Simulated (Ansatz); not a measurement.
This is a relaxation of cell and atoms with the plane-wave code Ansatz on HfO2 built on the anatase prototype; the level of theory is PBE. The start is a rough guess from atomic radii.

```yaml
crystal:
  lattice:
    - [-2.30143946, 2.30143946, 5.7766130446]
    - [2.30143946, -2.30143946, 5.7766130446]
    - [2.30143946, 2.30143946, -5.7766130446]
  atoms:
    - { symbol: Hf, position: [0.75, 0.25, 0.5] }
    - { symbol: Hf, position: [0.0, 0.0, 0.0] }
    - { symbol: O, position: [0.542, 0.042, 0.5] }
    - { symbol: O, position: [0.792, 0.792, 0.0] }
    - { symbol: O, position: [0.208, 0.208, 0.0] }
    - { symbol: O, position: [0.958, 0.458, 0.5] }
kpoints:
  mp_grid: { grid: [8, 8, 8] }
hamiltonian:
  xc: pbe
scf:
  occupations: { method: fermi_dirac, width: 0.02 }
relax:
  f_tol: 0.005
  cell: {}
```

The trajectory has 10 recorded frames, each with positions in Å and forces in eV/Å. The last, and any step after a large change of cell, is solved on a basis re-selected at its cell; pressure is positive in compression.

Step 1: energy 0.0 meV/atom from step 1, largest force component 1.389 eV/Å, pressure -32.14 GPa
```xyz
6
Lattice="-2.3014 2.3014 5.7766 2.3014 -2.3014 5.7766 2.3014 2.3014 -5.7766" Properties=species:S:1:pos:R:3:forces:R:3 pbc="T T T"
Hf    0.0000    2.3014    2.8883    0.0000    0.0000    0.0000
Hf    0.0000    0.0000    0.0000    0.0000    0.0000    0.0000
O     0.0000    2.3014    0.4852    0.0000    0.0000    1.3886
O     0.0000    0.0000    9.1502    0.0000    0.0000    1.3886
O     0.0000    0.0000    2.4031    0.0000    0.0000   -1.3886
O     0.0000    2.3014    5.2914    0.0000    0.0000   -1.3886
```

Step 2: energy -553.1 meV/atom from step 1, largest force component 0.663 eV/Å, pressure -24.75 GPa
```xyz
6
Lattice="-2.1895 2.1895 5.5152 2.1895 -2.1895 5.5152 2.1895 2.1895 -5.5152" Properties=species:S:1:pos:R:3:forces:R:3 pbc="T T T"
Hf    0.0000    2.1895    2.7576    0.0000    0.0000    0.0000
Hf    0.0000    0.0000    0.0000    0.0000    0.0000    0.0000
O     0.0000    2.1895    0.5188    0.0000    0.0000    0.6633
O     0.0000    0.0000    8.7916    0.0000    0.0000    0.6633
O     0.0000    0.0000    2.2388    0.0000    0.0000   -0.6633
O     0.0000    2.1895    4.9964    0.0000    0.0000   -0.6633
```

Step 3: energy -837.5 meV/atom from step 1, largest force component 0.368 eV/Å, pressure -7.58 GPa
```xyz
6
Lattice="-2.0773 2.0773 5.2580 2.0773 -2.0773 5.2580 2.0773 2.0773 -5.2580" Properties=species:S:1:pos:R:3:forces:R:3 pbc="T T T"
Hf    0.0000    2.0773    2.6290    0.0000    0.0000    0.0000
Hf    0.0000    0.0000    0.0000    0.0000    0.0000    0.0000
O     0.0000    2.0773    0.5129    0.0000    0.0000   -0.3679
O     0.0000    0.0000    8.3999    0.0000    0.0000   -0.3679
O     0.0000    0.0000    2.1161    0.0000    0.0000    0.3679
O     0.0000    2.0773    4.7450    0.0000    0.0000    0.3679
```

Q: How does the relaxation go on, and where does it end?

A:
Step 4: energy -867.6 meV/atom from step 1, largest force component 0.138 eV/Å, pressure +5.08 GPa
```xyz
6
Lattice="-2.0002 2.0002 5.2304 2.0002 -2.0002 5.2304 2.0002 2.0002 -5.2304" Properties=species:S:1:pos:R:3:forces:R:3 pbc="T T T"
Hf    0.0000    2.0002    2.6152    0.0000    0.0000    0.0000
Hf    0.0000    0.0000    0.0000    0.0000    0.0000    0.0000
O     0.0000    2.0002    0.4778    0.0000    0.0000    0.1384
O     0.0000    0.0000    8.3234    0.0000    0.0000    0.1384
O     0.0000    0.0000    2.1374    0.0000    0.0000   -0.1384
O     0.0000    2.0002    4.7526    0.0000    0.0000   -0.1384
```

Step 5: energy -873.2 meV/atom from step 1, largest force component 0.019 eV/Å, pressure -0.45 GPa
```xyz
6
Lattice="-2.0190 2.0190 5.2974 2.0190 -2.0190 5.2974 2.0190 2.0190 -5.2974" Properties=species:S:1:pos:R:3:forces:R:3 pbc="T T T"
Hf    0.0000    2.0190    2.6487    0.0000    0.0000    0.0000
Hf    0.0000    0.0000    0.0000    0.0000    0.0000    0.0000
O     0.0000    2.0190    0.5062    0.0000    0.0000   -0.0194
O     0.0000    0.0000    8.4522    0.0000    0.0000   -0.0194
O     0.0000    0.0000    2.1425    0.0000    0.0000    0.0194
O     0.0000    2.0190    4.7912    0.0000    0.0000    0.0194
```

Step 6: energy -873.6 meV/atom from step 1, largest force component 0.006 eV/Å, pressure -0.05 GPa
```xyz
6
Lattice="-2.0131 2.0131 5.3197 2.0131 -2.0131 5.3197 2.0131 2.0131 -5.3197" Properties=species:S:1:pos:R:3:forces:R:3 pbc="T T T"
Hf    0.0000    2.0131    2.6599    0.0000    0.0000    0.0000
Hf    0.0000    0.0000    0.0000    0.0000    0.0000    0.0000
O     0.0000    2.0131    0.5131    0.0000    0.0000   -0.0058
O     0.0000    0.0000    8.4926    0.0000    0.0000   -0.0058
O     0.0000    0.0000    2.1468    0.0000    0.0000    0.0058
O     0.0000    2.0131    4.8066    0.0000    0.0000    0.0058
```

Step 7: energy -873.7 meV/atom from step 1, largest force component 0.002 eV/Å, pressure -0.01 GPa
```xyz
6
Lattice="-2.0110 2.0110 5.3305 2.0110 -2.0110 5.3305 2.0110 2.0110 -5.3305" Properties=species:S:1:pos:R:3:forces:R:3 pbc="T T T"
Hf    0.0000    2.0110    2.6652    0.0000    0.0000    0.0000
Hf    0.0000    0.0000    0.0000    0.0000    0.0000    0.0000
O     0.0000    2.0110    0.5162    0.0000    0.0000    0.0023
O     0.0000    0.0000    8.5119    0.0000    0.0000    0.0023
O     0.0000    0.0000    2.1491    0.0000    0.0000   -0.0023
O     0.0000    2.0110    4.8143    0.0000    0.0000   -0.0023
```

Step 8: energy -869.1 meV/atom from step 1, largest force component 0.000 eV/Å, pressure -0.54 GPa
```xyz
6
Lattice="-2.0110 2.0110 5.3305 2.0110 -2.0110 5.3305 2.0110 2.0110 -5.3305" Properties=species:S:1:pos:R:3:forces:R:3 pbc="T T T"
Hf    0.0000    2.0110    2.6652    0.0000    0.0000    0.0000
Hf    0.0000    0.0000    0.0000    0.0000    0.0000    0.0000
O     0.0000    2.0110    0.5162    0.0000    0.0000    0.0001
O     0.0000    0.0000    8.5119    0.0000    0.0000    0.0001
O     0.0000    0.0000    2.1491    0.0000    0.0000   -0.0001
O     0.0000    2.0110    4.8143    0.0000    0.0000   -0.0001
```

Step 9: energy -869.3 meV/atom from step 1, largest force component 0.003 eV/Å, pressure -0.01 GPa
```xyz
6
Lattice="-2.0094 2.0094 5.3238 2.0094 -2.0094 5.3238 2.0094 2.0094 -5.3238" Properties=species:S:1:pos:R:3:forces:R:3 pbc="T T T"
Hf    0.0000    2.0094    2.6619    0.0000    0.0000    0.0000
Hf    0.0000    0.0000    0.0000    0.0000    0.0000    0.0000
O     0.0000    2.0094    0.5142    0.0000    0.0000    0.0033
O     0.0000    0.0000    8.5000    0.0000    0.0000    0.0033
O     0.0000    0.0000    2.1477    0.0000    0.0000   -0.0033
O     0.0000    2.0094    4.8096    0.0000    0.0000   -0.0033
```

Step 10: energy -869.2 meV/atom from step 1, largest force component 0.003 eV/Å, pressure -0.03 GPa
```xyz
6
Lattice="-2.0094 2.0094 5.3238 2.0094 -2.0094 5.3238 2.0094 2.0094 -5.3238" Properties=species:S:1:pos:R:3:forces:R:3 pbc="T T T"
Hf    0.0000    2.0094    2.6619    0.0000    0.0000    0.0000
Hf    0.0000    0.0000    0.0000    0.0000    0.0000    0.0000
O     0.0000    2.0094    0.5142    0.0000    0.0000    0.0033
O     0.0000    0.0000    8.5000    0.0000    0.0000    0.0033
O     0.0000    0.0000    2.1477    0.0000    0.0000   -0.0033
O     0.0000    2.0094    4.8096    0.0000    0.0000   -0.0033
```

The walk took 8 steps and changed the volume by -29.7 %. The last SCF, on a fresh basis, lies 869 meV an atom below the first. Final cell: the symmetry is I4_1/amd (No. 141, tetragonal); a = 4.019 Å, c = 10.648 Å in the conventional setting, 14.33 Å³ an atom. Hf has 6 O at 2.07–2.15 Å; O has 3 Hf at 2.07–2.15 Å.

Run as `ansatz run input.yaml --threads 2 --pin off --max-ram 20275MiB --backend cpu --events-out ev --progress --plain --runs-dir out`. Wall time 50 s on 2 threads of AMD EPYC 7R13 Processor (Zen 3), on a shared host, load about 3.0 per core; peak host memory 0.77 GiB.

The structure was generated, not taken from experiment, and needn't be the ground state; spin polarisation is off.
